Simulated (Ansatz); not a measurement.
# Relaxing W₃S₈

Level of theory: DFT PBE, scalar-relativistic, plane waves, PAW (Ansatz 0.2.0). (420 eV cutoff, 3×3×3 k-mesh, Gaussian smearing of 0.01 eV, collinear spin)

What was changed: W vacancy (site a), charge +0, atoms relaxed at the host's cell.

Spin-orbit coupling is left out, which matters for the bands and energies of heavy elements.

In a supercell of 11 atoms the defect feels its periodic images, and the cell reads as a metal on the mesh, so a level in the gap can't be told from a carrier in the bands.

Command:

```bash
ansatz run input.yaml --threads 4 --pin off --max-ram 8192MiB --backend cpu --events-out ev --progress --plain --runs-dir out
```

Input:

```yaml
crystal:
  lattice:
    - [3.1877473365, -5.5213403485, 0.0]
    - [6.375494673, 0.0, 0.0]
    - [3.1877473365, -1.8404467828, 7.4744489262]
  atoms:
    - { symbol: W, position: [0.9993225508, 0.9993225508, 0.0020323476] }
    - { symbol: W, position: [0.4993225508, 0.4993225508, 0.0020323476] }
    - { symbol: W, position: [0.9993225508, 0.4993225508, 0.0020323476] }
    - { symbol: S, position: [0.0959257252, 0.5959257252, 0.2122228244] }
    - { symbol: S, position: [0.5959257252, 0.5959257252, 0.2122228244], spin: 0.333 }
    - { symbol: S, position: [0.0959257252, 0.0959257252, 0.2122228244], spin: 0.333 }
    - { symbol: S, position: [0.5959257252, 0.0959257252, 0.2122228244], spin: 0.333 }
    - { symbol: S, position: [0.236051724, 0.736051724, 0.791844828] }
    - { symbol: S, position: [0.736051724, 0.736051724, 0.791844828], spin: 0.333 }
    - { symbol: S, position: [0.236051724, 0.236051724, 0.791844828], spin: 0.333 }
    - { symbol: S, position: [0.736051724, 0.236051724, 0.791844828], spin: 0.333 }
  host:
    lattice:
      - [1.5938736683, 0.9202233914, 7.4744489262]
      - [-1.5938736683, 0.9202233914, 7.4744489262]
      - [0.0, -1.8404467828, 7.4744489262]
    atoms:
      - { symbol: W, position: [0.0006774492, 0.0006774492, 0.0006774492] }
      - { symbol: S, position: [0.4040742748, 0.4040742748, 0.4040742748] }
      - { symbol: S, position: [0.263948276, 0.263948276, 0.263948276] }
basis:
  ecutwfc: 420
  xc_grid: 2
kpoints:
  mp_grid: { grid: [3, 3, 3], shift: [0.0, 0.0, 0.0] }
hamiltonian:
  xc: pbe
scf:
  occupations: { method: gaussian, width: 0.01 }
output:
  forces: true
  stress: false
  eigenvalues: true
  populations: true
  charged_corrections:
    defect_position: [0.49932255, 0.99932255, 0.00203235]
    epsilon: [[11.5894, 0.0, 0.0], [0.0, 11.5894, 0.0], [0.0, 0.0, 3.2073]]
  write_density: true
  write_potential: true
  elf: true
  volumetric_format: npy
magnetization:
  spin_polarized: true
relax:
  adjacent_minimum: "off"
  f_tol: 0.025
  max_steps: 45
```

F is the free energy.

Steps:

```json
{"step": "1", "F − F(1) (eV)": "0.0000", "largest force component (eV/Å)": "1.224"}
{"step": "2", "F − F(1) (eV)": "-0.1335", "largest force component (eV/Å)": "0.668"}
{"step": "3", "F − F(1) (eV)": "-0.1740", "largest force component (eV/Å)": "0.099"}
{"step": "4", "F − F(1) (eV)": "-0.1751", "largest force component (eV/Å)": "0.006"}
```

Relaxed structure:

```
CELL_PARAMETERS angstrom
3.18775 -5.52134 0.00000
6.37549 0.00000 0.00000
3.18775 -1.84045 7.47445
ATOMIC_POSITIONS crystal
W 0.99196 0.01403 0.00204
W 0.51403 0.49196 0.00204
W 0.99196 0.49196 0.00204
S 0.09823 0.59823 0.20530
S 0.59853 0.59087 0.21207
S 0.09087 0.09853 0.21207
S 0.59853 0.09853 0.21207
S 0.23374 0.73374 0.79879
S 0.73857 0.73087 0.79198
S 0.23087 0.23857 0.79198
S 0.73857 0.23857 0.79198
```

It takes space group R3m (No. 160, trigonal). The conventional cell has a = 6.375 Å, b = 6.375 Å, c = 22.423 Å, α = 90.00°, β = 90.00°, γ = 120.00°. W (site symmetry m) is surrounded by 6 S at 2.38 to 2.45 Å. S (site symmetry 3m) is surrounded by 3 W at 2.45 Å. S (site symmetry m) is surrounded by 2 W at 2.38 Å. S (site symmetry 3m) is surrounded by 3 W at 2.45 Å. Around S (site symmetry m) lie 2 W at 2.38 Å.

The run converged. The run took 19 s on 4 threads of Arm Neoverse V2, with other jobs on the host, peak memory 0.72 GiB.